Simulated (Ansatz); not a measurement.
**Mg started in the widest void in rocksalt MgS, 65 atoms, charge +2**

Aim: let the atoms about the defect relax, then find its formation energy and its levels in the gap by PBEsol and HSE06.

Program: Ansatz 0.2.0, PAW, plane waves. These are calculated values, not measurements.

## 1. The system as built

65 atoms (32 S, 33 Mg); a = 10.364 Å, b = 10.364 Å, c = 10.364 Å, α = 90.00°, β = 90.00°, γ = 90.00°. All atoms were shaken off their sites by about 0.02 Å along each axis; atoms next to an added one may be pushed further to make room. Defect site 1: (0.375, 0.375, 0.375).

Steps to follow: (2) PBEsol relaxation at the single k point (¼, ¼, ¼), on 1 × NVIDIA GB200 with 8 threads of Arm Neoverse-V2; (3) HSE06 single point at the single k point (¼, ¼, ¼), on 1 × NVIDIA GB200 with 8 threads of Arm Neoverse-V2.

## 2. PBEsol relaxation in the fixed cell

in.yaml

```yaml
crystal:
  lattice:
    - [10.363961, 0.000000, 0.000000]
    - [0.000000, 10.363961, 0.000000]
    - [0.000000, 0.000000, 10.363961]
  atoms:
    - { symbol: S, position: [0.250437, 0.998348, 0.999444] }
    - { symbol: S, position: [0.251833, 0.999576, 0.499036] }
    - { symbol: S, position: [0.252436, 0.500867, 0.002590] }
    - { symbol: S, position: [0.251361, 0.500271, 0.499395] }
    - { symbol: S, position: [0.749375, 0.000314, 0.999645] }
    - { symbol: S, position: [0.747383, 0.000704, 0.500234] }
    - { symbol: S, position: [0.750595, 0.500538, 0.998306] }
    - { symbol: S, position: [0.747628, 0.501290, 0.497520] }
    - { symbol: S, position: [0.000569, 0.247877, 0.002030] }
    - { symbol: S, position: [0.999496, 0.248019, 0.495933] }
    - { symbol: S, position: [0.999937, 0.750952, 0.998990] }
    - { symbol: S, position: [0.001305, 0.751515, 0.501534] }
    - { symbol: S, position: [0.503117, 0.250306, 0.998964] }
    - { symbol: S, position: [0.501370, 0.251983, 0.500426] }
    - { symbol: S, position: [0.501671, 0.749414, 0.002652] }
    - { symbol: S, position: [0.496694, 0.754365, 0.501988] }
    - { symbol: S, position: [0.002680, 0.999125, 0.252647] }
    - { symbol: S, position: [0.000146, 0.995228, 0.750330] }
    - { symbol: S, position: [0.000478, 0.498969, 0.248767] }
    - { symbol: S, position: [0.999010, 0.496378, 0.753528] }
    - { symbol: S, position: [0.503289, 0.003595, 0.251069] }
    - { symbol: S, position: [0.501491, 0.001609, 0.750811] }
    - { symbol: S, position: [0.499893, 0.500505, 0.249173] }
    - { symbol: S, position: [0.499820, 0.501256, 0.746722] }
    - { symbol: S, position: [0.248575, 0.249542, 0.247611] }
    - { symbol: S, position: [0.248250, 0.249557, 0.749848] }
    - { symbol: S, position: [0.247909, 0.750754, 0.247814] }
    - { symbol: S, position: [0.254993, 0.748927, 0.752980] }
    - { symbol: S, position: [0.748664, 0.248177, 0.249782] }
    - { symbol: S, position: [0.748609, 0.251508, 0.750154] }
    - { symbol: S, position: [0.748489, 0.751509, 0.248790] }
    - { symbol: S, position: [0.750166, 0.748861, 0.749820] }
    - { symbol: Mg, position: [0.997938, 0.000435, 0.001250] }
    - { symbol: Mg, position: [0.999916, 0.000132, 0.498333] }
    - { symbol: Mg, position: [0.000950, 0.503171, 0.001024] }
    - { symbol: Mg, position: [0.000606, 0.500178, 0.500015] }
    - { symbol: Mg, position: [0.500647, 0.002766, 0.002342] }
    - { symbol: Mg, position: [0.499377, 0.998414, 0.499764] }
    - { symbol: Mg, position: [0.501780, 0.498876, 0.995331] }
    - { symbol: Mg, position: [0.500918, 0.500944, 0.500495] }
    - { symbol: Mg, position: [0.250043, 0.252102, 0.001343] }
    - { symbol: Mg, position: [0.249513, 0.248356, 0.499016] }
    - { symbol: Mg, position: [0.252080, 0.752115, 0.998267] }
    - { symbol: Mg, position: [0.250374, 0.748188, 0.500576] }
    - { symbol: Mg, position: [0.748674, 0.252193, 0.000485] }
    - { symbol: Mg, position: [0.746373, 0.251567, 0.500067] }
    - { symbol: Mg, position: [0.746771, 0.750639, 0.000797] }
    - { symbol: Mg, position: [0.751919, 0.748285, 0.500167] }
    - { symbol: Mg, position: [0.247450, 0.999246, 0.250941] }
    - { symbol: Mg, position: [0.250972, 0.001064, 0.749208] }
    - { symbol: Mg, position: [0.252383, 0.499585, 0.247134] }
    - { symbol: Mg, position: [0.247047, 0.498957, 0.750560] }
    - { symbol: Mg, position: [0.749709, 0.002806, 0.249255] }
    - { symbol: Mg, position: [0.754025, 0.999243, 0.748738] }
    - { symbol: Mg, position: [0.750818, 0.498306, 0.248628] }
    - { symbol: Mg, position: [0.752900, 0.502136, 0.748867] }
    - { symbol: Mg, position: [0.003091, 0.248472, 0.251112] }
    - { symbol: Mg, position: [0.998240, 0.249230, 0.748608] }
    - { symbol: Mg, position: [0.000073, 0.751445, 0.249204] }
    - { symbol: Mg, position: [0.001629, 0.750635, 0.747721] }
    - { symbol: Mg, position: [0.503064, 0.250968, 0.247727] }
    - { symbol: Mg, position: [0.497518, 0.249437, 0.749003] }
    - { symbol: Mg, position: [0.504118, 0.750653, 0.249128] }
    - { symbol: Mg, position: [0.499012, 0.751562, 0.750998] }
    - { symbol: Mg, position: [0.375177, 0.377072, 0.376914] }
  symmetry: { detect: false }
kpoints:
  mp_grid: { grid: [1, 1, 1], shift: [0.25, 0.25, 0.25] }
hamiltonian:
  xc: pbesol
total_charge: 2
scf:
  occupations: { method: fermi_dirac, width: 0.01 }
relax:
  f_tol: 0.03
  max_steps: 80
  escape_saddle: false
  adjacent_minimum: "off"
output:
  forces: true
  eigenvalues: true
  populations: true
  charged_corrections: { epsilon: 10 }
```

On the command line:

```
ansatz run in.yaml --threads 8 --pin off --max-ram 118750MiB --runs-dir r --events-out ev --progress --plain --backend cuda --devices 0, --max-vram 170GiB
```

After this run come: Single point with HSE06.

What does the calculation give? Wanted: for each run, formation energy; host gap; top filled to lowest empty.

As calculated:

| level | time | formation energy (eV) | host gap (eV) | top filled to lowest empty (eV) |
| --- | --- | --- | --- | --- |
| PBEsol, relaxation | 3.5 s (GPU) | -0.14 | 2.70 | 3.18 |
| HSE06 | 15 s (GPU) | -1.30 | 3.83 | 4.29 |

```
     quantity                             value
   relaxation  5 recorded steps, 3.71 eV gained
largest shift                     0.47 Å (Mg51)
```

The relaxation lowers the energy by 3.71 eV; the largest shift is 0.47 Å (Mg51). The formation energy at E_F = VBM goes from -0.14 eV (PBEsol) to -1.30 eV (HSE06), as the host gap goes from 2.70 to 3.83 eV. The reservoirs are the elements' reference phases; where the defect changes the composition, the value depends on that choice. HSE06 shows no level inside the gap that the count of atoms sharing it marks as tightly localised. The host's edges were read at Γ, so band-like levels at this k point need not coincide with them. One k point and a cell of this size can leave errors of several tenths of an eV. The dielectric constant of 10 in the correction is an assumed value.
